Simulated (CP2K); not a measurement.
Crystal: Pt.

```xyz
1
Lattice="2.7731 0.0000 0.0000 1.3866 2.4016 0.0000 1.3866 0.8005 2.2643" Properties=species:S:1:pos:R:3 pbc="T T T"
Pt    0.0000    0.0000    0.0000
```

Base run:

- Program: CP2K 2026.2
- Functional: PBE
- Potentials or basis: POTENTIAL_UZH Pt GTH-PBE-q18; DZVP-MOLOPT-PBE-GTH basis
- Density cutoff: 7483 eV
- k mesh: 12 × 12 × 12
- Occupations: fermi-dirac, width 0.05 eV
- Spin: no spin polarisation

Its results: band gap on the k mesh none (metal or under the smearing width); pressure 11.2 GPa.

Question: The run is repeated on the same cell with these changes: potentials or basis from POTENTIAL_UZH Pt GTH-PBE-q18; DZVP-MOLOPT-PBE-GTH basis to POTENTIAL_UZH Pt GTH-PBE-q18; TZVP-MOLOPT-PBE-GTH basis; basis sets from Pt DZVP-MOLOPT-PBE-GTH-q18 to Pt TZVP-MOLOPT-PBE-GTH-q18. What comes out?

Answer: Band gap on the k mesh none (metal or under the smearing width); pressure 10.2 GPa.

Caveats: the basis of atomic orbitals isn't converged, which shifts pressures, moduli and gaps.
